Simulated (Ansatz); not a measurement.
## Li2S, space group Fm-3m: a phonon calculation by linear response, step by step

With Ansatz 0.2.0 through its Python package.

Notebook, run cell by cell (the value of a cell's last expression is shown):

```python
from pathlib import Path
import warnings

import ansatz
from ase import Atoms
import numpy as np
```

```python
warnings.simplefilter("ignore", ansatz.DeckWarning)
```

```python
atoms = Atoms(
    ["Li", "Li", "S"],
    scaled_positions=[
        [0.25, 0.25, 0.25],
        [0.75, 0.75, 0.75],
        [0.0, 0.0, 0.0],
    ],
    cell=[
        [0.0, 2.8445, 2.8445],
        [2.8445, 0.0, 2.8445],
        [2.8445, 2.8445, 0.0],
    ],
    pbc=True,
)
crystal = ansatz.Crystal.from_ase(atoms)
```

```python
job = (
    crystal.calculation()
    .functional("PBEsol")
    .occupations("fixed")
    .kpoints(6, 6, 6)
    .phonons("dfpt", points=[(0, 0, 0), (0.5, 0, 0.5)])
)
done = job.run(threads=1, backend="cpu", runs_dir="runs")
ph = done.phonons

for q in ph.qpoints:
    print("q =", np.round(q.q_frac, 3), "1/cm:", " ".join(f"{w:.1f}" for w in q.omega_inv_cm))
```

    q = [0. 0. 0.] 1/cm: -0.0 0.0 0.0 324.0 324.0 324.0 376.1 376.1 376.1
    q = [0.5 0.  0.5] 1/cm: 194.7 194.7 244.4 248.4 254.3 254.3 386.7 386.7 499.2

Notes:
- The cell isn't relaxed first, so the values belong to this volume.
- Of the deposited cell: the entry's cell lengths or inner coordinates differ somewhat from later room-temperature determinations.
- No non-analytic term is added, so at the zone centre the longitudinal optical modes of a polar crystal aren't split off.
- The starting cell is as deposited in a crystallographic database; the results hold for this polymorph, which needn't be the stable one.
- The structure is taken as given; imaginary modes can come from an unrelaxed or unstable start.
- Wall time of the script: 13 s on 1 thread of Arm Neoverse V1 (shared host), peak memory 0.49 GiB.

(Lines on the test bed's own set-up are left out of the output.)
